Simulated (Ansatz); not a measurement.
Crystal: Tc.

```xyz
2
Lattice="2.7400 0.0000 0.0000 -1.3700 2.3729 0.0000 0.0000 0.0000 4.3980" Properties=species:S:1:pos:R:3 pbc="T T T"
Tc    1.3700    0.7910    3.2985
Tc    0.0000    1.5819    1.0995
```

Base run:

- Program: Ansatz 0.2.0
- Functional: PBEsol
- Potentials or basis: all-electron LAPW, scalar-relativistic
- Cutoff: 261 eV
- Density cutoff: 1044 eV
- Basis error allowed: 0.001 eV/atom
- k mesh: 11 × 11 × 6
- Occupations: fermi-dirac, width 0.05 eV
- Spin: no spin polarisation

Its results: band gap on the k mesh none (metal or under the smearing width); pressure -6.6 GPa.

The run is repeated on the same cell with these changes: functional from PBEsol to LDA; occupations from fermi-dirac, width 0.05 eV to gaussian, width 0.05 eV. What comes out?

Band gap on the k mesh none (metal or under the smearing width); pressure -11.9 GPa.

Not every run made on this cell is shown here.
